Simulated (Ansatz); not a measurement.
ZrN: the volume at rest

ZrN in the rock-salt structure, starting from this typed cell of 12.17 Å³ an atom.

```
CELL_PARAMETERS angstrom
0.00000 2.30000 2.30000
2.30000 0.00000 2.30000
2.30000 2.30000 0.00000
ATOMIC_POSITIONS crystal
Zr 0.00000 0.00000 0.00000
N 0.50000 0.50000 0.50000
```

DFT in Ansatz; k mesh 8×8×8; Fermi–Dirac smearing of 0.1 eV; no spin. Cell and atoms are relaxed to zero stress with the symmetry kept and no dispersion correction.

Caveats: coarse k mesh.

Problem. What volume results under PBE, and how much do the potentials matter?

Solution. 
```csv
functional,potentials,cutoff (eV),volume (Å³/atom),change (%)
PBE,all-electron PAW datasets (no frozen core),380,12.14,-0.2
PBE,Ansatz hand-made PAW,870,12.14,-0.2
PBE,PseudoDojo norm-conserving,1143,12.15,-0.1
PBE,Ansatz norm-conserving,1240,12.15,-0.2
```
